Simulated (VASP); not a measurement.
# Lu (P6_3/mmc) in VASP: a series of runs, part 2 of 2

VASP 6.6.1.

### Step 4. Relaxation of shape and atoms at fixed volume, PBE (a relaxed cell with its volume scaled by 1.04)

File INCAR:

```
ALGO = Fast ; EDIFF = 1E-7
EDIFFG = -0.01 ; ENCUT = 300
GGA = PE ; IBRION = 2
ISIF = 4 ; ISMEAR = 1
LASPH = T ; LCHARG = F
LREAL = F ; LWAVE = F
NELM = 80 ; NSW = 40
PREC = Accurate ; SIGMA = 0.1
```

File KPOINTS:

```
k-points
0
Gamma
  6 6 4
```

File POSCAR:

```
Lu                                      
1.0
    3.5585399986      0.0000000000     -0.0000000000
   -1.7792699993      3.0817860391      0.0000000000
   -0.0000000000      0.0000000000      5.4877711496
  Lu            
     2
Direct
     0.3333333332999970    0.6666666667000030    0.2500000000000000
     0.6666666667000030    0.3333333332999970    0.7500000000000000
```

Potentials or basis: VASP PAW PBE potentials, release 64 (Lu).

On the command line:

```sh
$ cat potpaw_PBE.64/Lu/POTCAR > POTCAR
$ mpirun -np 1 vasp_std > vasp.out
```

OUTCAR:

```text
EDIFF = 1E-7
   EDIFFG = -0.01
   ENCUT = 300
   GGA = PE
   IBRION = 2
   ISIF = 4
   ISMEAR = 1
   LASPH = T
   LREAL = F
   NELM = 80
   NSW = 40
   PREC = Accurate

 ion  position               nearest neighbor table
   1  0.333  0.667  0.250-   2 3.43   2 3.43   2 3.43   2 3.43   2 3.43   2 3.43
   2  0.667  0.333  0.750-   1 3.43   1 3.43   1 3.43   1 3.43   1 3.43   1 3.43

  LATTYP: Found a hexagonal cell.
 ALAT       =     3.5585399986
 C/A-ratio  =     1.5421412017

  Lattice vectors:

 A1 = (   3.5585399986,   0.0000000000,   0.0000000000)
 A2 = (  -1.7792699993,   3.0817860391,   0.0000000000)
 A3 = (   0.0000000000,   0.0000000000,   5.4877711496)

Analysis of symmetry for initial positions (statically):
=====================================================================
 Subroutine PRICEL returns:
 Original cell was already a primitive cell.

 Routine SETGRP: Setting up the symmetry group for a
 hexagonal supercell.

 Subroutine GETGRP returns: Found 24 space group operations
 (whereof 12 operations were pure point group operations)
 out of a pool of 24 trial point group operations.

The static configuration has the point symmetry D_3d.
 The point group associated with its full space group is D_6h.

Analysis of symmetry for dynamics (positions and initial velocities):
=====================================================================
 Subroutine PRICEL returns:
 Original cell was already a primitive cell.

 Routine SETGRP: Setting up the symmetry group for a
 hexagonal supercell.

 Subroutine GETGRP returns: Found 24 space group operations
 (whereof 12 operations were pure point group operations)
 out of a pool of 24 trial point group operations.

The dynamic configuration has the point symmetry D_3d.
[... 168 lines left out ...]

 POSITION                                       TOTAL-FORCE (eV/Angst)
 -----------------------------------------------------------------------------------
     -0.00000      2.05452      1.37194        -0.000000      0.000000      0.000000
      1.77927      1.02726      4.11583         0.000000      0.000000      0.000000
 -----------------------------------------------------------------------------------
    total drift:                               -0.000000      0.000000     -0.000000

  FREE ENERGIE OF THE ION-ELECTRON SYSTEM (eV)
  ---------------------------------------------------
  free  energy   TOTEN  =        -9.0601866749 eV

  energy  without entropy=       -9.0643591056  energy(sigma->0) =       -9.06157749

--------------------------------------- Ionic step        2  -------------------------------------------

 number of electron      49.9999939 magnetization

 Free energy of the ion-electron system (eV)
  ---------------------------------------------------
  ext. energy  EPLUGINS =         0.00000000
  ---------------------------------------------------
  free energy    TOTEN  =        -9.06019338 eV

  energy without entropy =       -9.06440704  energy(sigma->0) =       -9.06159794

 E-fermi :   2.1152     XC(G=0): -10.5071

 val. band max:        2.0175515557   @ k =   0.3333   0.1667   0.2500
 cond. band min:       2.1284323371   @ k =   0.3333  -0.0000   0.0000
 fundamental gap:      0.1108807815
 Fermi energy:         2.1152454004

 k-point     1 :       0.0000    0.0000    0.0000
  band No.  band energies     occupation
      1     -54.1615      2.00000
      2     -54.1294      2.00000
      3     -25.0742      2.00000
      4     -24.7032      2.00000
      5     -24.7032      2.00000
      6     -24.6219      2.00000
[... 682 lines left out ...]
     29       5.4458      0.00000
     30       5.4460      0.00000

------------------------ aborting loop because EDIFF is reached ----------------------------------------

  FORCE on cell =-STRESS in cart. coord.  units (eV):
  Direction    XX          YY          ZZ          XY          YZ          ZX
  --------------------------------------------------------------------------------------
  -------------------------------------------------------------------------------------
  Total       -0.6850371     -0.6850371     -0.6818383      0.0000000      0.0000000     -0.0000000
  in kB      -18.2370391    -18.2370391    -18.1518806      0.0000000      0.0000000     -0.0000000
  external PRESSURE =     -18.2086529 kB  Pullay stress =       0.0000000 kB

 VOLUME and BASIS-vectors are now :
 -----------------------------------------------------------------------------
  energy-cutoff  :      300.00
  volume of cell :       60.18
      direct lattice vectors                 reciprocal lattice vectors
     3.557616058  0.000000000 -0.000000000     0.281087105  0.162285716 -0.000000000
    -1.778808029  3.080985883  0.000000000    -0.000000000  0.324571432 -0.000000000
     0.000000000  0.000000000  5.490621953     0.000000000  0.000000000  0.182128729

 POSITION                                       TOTAL-FORCE (eV/Angst)
 -----------------------------------------------------------------------------------
     -0.00000      2.05399      1.37266         0.000000     -0.000000      0.000000
      1.77881      1.02700      4.11797        -0.000000      0.000000     -0.000000
 -----------------------------------------------------------------------------------
    total drift:                               -0.000000      0.000000     -0.000000

  FREE ENERGIE OF THE ION-ELECTRON SYSTEM (eV)
  ---------------------------------------------------
  free  energy   TOTEN  =        -9.0601933838 eV

  energy  without entropy=       -9.0644070381  energy(sigma->0) =       -9.06159794

 reached required accuracy - stopping structural energy minimisation
```

CONTCAR:

```text
Lu
   1.00000000000000
     3.5576160580331275    0.0000000000000000   -0.0000000000000000
    -1.7788080290165638    3.0809858831000918    0.0000000000000000
     0.0000000000000000    0.0000000000000000    5.4906219534550509
  Lu
     2
Direct
     0.3333333332999970    0.6666666667000030    0.2500000000000000
     0.6666666667000030    0.3333333332999970    0.7500000000000000

  0.00000000E+00  0.00000000E+00  0.00000000E+00
  0.00000000E+00  0.00000000E+00  0.00000000E+00
```

It took 46 s on 1 thread of Intel Xeon 6975P-C (Granite Rapids), shared host; peak memory 0.14 GiB.

Results:

* Free energy: -9.0602 eV
* Energy gained by relaxing: 0.0 meV/atom
* Ionic steps: 2
* Pressure after relaxing: -1.8 GPa
* Band gap on the k mesh: none (metal or under the smearing width)

Final structure:
```cif
data_structure
_symmetry_space_group_name_H-M 'P 1'
_symmetry_Int_Tables_number 1
_cell_length_a 3.5576
_cell_length_b 3.5576
_cell_length_c 5.4906
_cell_angle_alpha 90.000
_cell_angle_beta 90.000
_cell_angle_gamma 120.000
_cell_volume 60.18
loop_
_atom_site_label
_atom_site_type_symbol
_atom_site_fract_x
_atom_site_fract_y
_atom_site_fract_z
_atom_site_occupancy
Lu1 Lu 0.33333 0.66667 0.25000 1
Lu2 Lu 0.66667 0.33333 0.75000 1
```

Levels at points of the mesh, in eV from the Fermi level:
```tsv
k point	band 21	band 22	band 23	band 24	band 25	band 26	band 27	band 28	band 29	band 30
(0.00, 0.00, 0.00)	-4.95	-4.94	-4.93	-2.31	0.64	2.12	2.12	2.65	2.85	2.86
(0.50, 0.00, 0.00)	-4.95	-4.93	-2.35	-1.36	-0.77	-0.43	1.59	1.77	2.37	5.92
(0.00, 0.00, 0.50)	-4.93	-4.93	-4.29	-4.29	1.25	1.25	2.01	2.01	2.01	2.01
(0.50, 0.00, 0.50)	-4.95	-4.95	-2.05	-2.05	0.08	0.08	1.31	1.31	3.22	3.22
```

Caveat: the cutoff is under 1.25 times the usual one of these potentials, so pressure, stress and relaxed cells hold a basis-set (Pulay) error. Spin-orbit coupling is left out, which matters for the levels of Lu.

### Step 5. Relaxation of shape and atoms at fixed volume, PBE (a relaxed cell with its volume scaled by 1.06)

INCAR is that of step 4.

KPOINTS is that of step 4.

File POSCAR:

```
Lu                                      
1.0
    3.5812064696      0.0000000000     -0.0000000000
   -1.7906032348      3.1014157788      0.0000000000
   -0.0000000000      0.0000000000      5.5227260483
  Lu            
     2
Direct
     0.3333333332999970    0.6666666667000030    0.2500000000000000
     0.6666666667000030    0.3333333332999970    0.7500000000000000
```

On the command line:

```sh
$ cat potpaw_PBE.64/Lu/POTCAR > POTCAR
$ mpirun -np 1 vasp_std > vasp.out
```

Run time: 43 s. Hardware: 1 thread of Intel Xeon 6975P-C (Granite Rapids), shared host; peak memory 0.14 GiB.

The run converged. Its results:

```yaml
Free_energy: -9.0474 eV
Energy_gained_by_relaxing: 0.0 meV/atom
Ionic_steps: 2
Pressure_after_relaxing: -2.7 GPa
Band_gap_on_the_k_mesh: none (metal or under the smearing width)
```

Final structure:
```xyz
2
Lattice="3.5796 0.0000 0.0000 -1.7898 3.1001 0.0000 0.0000 0.0000 5.5276" Properties=species:S:1:pos:R:3 pbc="T T T"
Lu    0.0000    2.0667    1.3819
Lu    1.7898    1.0334    4.1457
```

Levels at points of the mesh, in eV from the Fermi level:
| k point | band 21 | band 22 | band 23 | band 24 | band 25 | band 26 | band 27 | band 28 | band 29 | band 30 |
| --- | --- | --- | --- | --- | --- | --- | --- | --- | --- | --- |
| (0.00, 0.00, 0.00) | -4.98 | -4.97 | -4.96 | -2.27 | 0.60 | 2.11 | 2.13 | 2.63 | 2.89 | 3.36 |
| (0.50, 0.00, 0.00) | -4.98 | -4.96 | -2.33 | -1.33 | -0.73 | -0.43 | 1.56 | 1.77 | 2.34 | 6.14 |
| (0.00, 0.00, 0.50) | -4.97 | -4.97 | -4.27 | -4.27 | 1.25 | 1.25 | 2.00 | 2.00 | 2.00 | 2.00 |
| (0.50, 0.00, 0.50) | -4.98 | -4.98 | -2.02 | -2.02 | 0.08 | 0.08 | 1.29 | 1.29 | 3.18 | 3.18 |

Caveat: the cutoff is under 1.25 times the usual one of these potentials, so pressure, stress and relaxed cells hold a basis-set (Pulay) error. Spin-orbit coupling is left out, which matters for the levels of Lu.

### Step 6. The runs side by side

```csv
cell,gap on the mesh (eV),pressure (GPa)
atoms relaxed at fixed volume,none,-0.4
atoms relaxed at fixed volume from: a relaxed cell with its volume scaled by 1.02,none,-1.5
atoms relaxed at fixed volume from: a relaxed cell with its volume scaled by 1.04,none,-1.8
atoms relaxed at fixed volume from: a relaxed cell with its volume scaled by 1.06,none,-2.7
```

Alike in all rows: task relaxation of shape and atoms at fixed volume; level PBE; potentials or basis VASP PAW PBE potentials, release 64 (Lu); no spin polarisation; k mesh 6 × 6 × 4; cutoff (eV) 300; smearing methfessel-paxton 0.1 eV.

Caveats: the cutoff is under 1.25 times the usual one of these potentials, so pressure, stress and relaxed cells hold a basis-set (Pulay) error; the relaxation stopped at its first step, so nothing moved (some runs).

Absolute energies hang on the potentials; compare differences alone.
